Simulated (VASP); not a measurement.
Input of a VASP 6.6.1 run:

POSCAR

```
AgCl
1.0
    0.0000000000      2.7731725676      2.7731725676
    2.7731725676      0.0000000000      2.7731725676
    2.7731725676      2.7731725676      0.0000000000
Ag Cl
1 1
Direct
    0.0000000000      0.0000000000      0.0000000000
    0.5000000000      0.5000000000      0.5000000000
```

Contents of INCAR.step1:

```
PREC = Accurate
ENCUT = 520
ISMEAR = -1
SIGMA = 0.02
LREAL = F
LASPH = T
NELM = 60
NBANDS = 16
GGA = PE
ALGO = Normal
EDIFF = 1E-4
LWAVE = T
LCHARG = F
```

File INCAR.step2:

```
PREC = Accurate
ENCUT = 520
EDIFF = 1E-7
ISMEAR = -1
SIGMA = 0.02
LREAL = F
LASPH = T
NELM = 60
ALGO = Normal
ISIF = 2
LWAVE = F
LCHARG = T
METAGGA = R2SCAN
LMIXTAU = T
LELF = T
LVHAR = T
NBANDS = 16
ISTART = 1
```

File KPOINTS:

```
regular mesh
0
Gamma
  8 8 8
```

Potentials or basis: VASP PAW PBE potentials, release 64 (Ag, Cl).

The run is started by

```sh
$ cat potpaw_PBE.64/Ag/POTCAR potpaw_PBE.64/Cl/POTCAR > POTCAR
$ cp INCAR.step1 INCAR
$ mpirun -np 1 vasp_std > vasp.out
$ cp INCAR.step2 INCAR
$ mpirun -np 1 vasp_std > vasp.out
```

(1) What does it give for the band gap on the k mesh?

(2) Predict the pressure.

Answers

(1) 1.42 eV, indirect (least direct gap 3.70 eV).

(2) -0.1 GPa.

Caveat: the PAW data sets were made with another functional, which shifts forces and pressure a little.

**Experimental background.**

A printed reference work, data compilation reports, for a bulk crystal of AgCl: band gap 3.249 eV (indirect).

Against the measured gap of AgCl, 3.249 eV (indirect; a printed reference work, data compilation), the calculated 1.42 eV is off by -1.83 eV. So large a miss can be the level of theory's own, or it may mean another phase, state or a wrong row. Spin-orbit coupling on Ag is left out. The value is that of r2SCAN on a finite k mesh, which can miss the band edges, without temperature or zero-point motion.
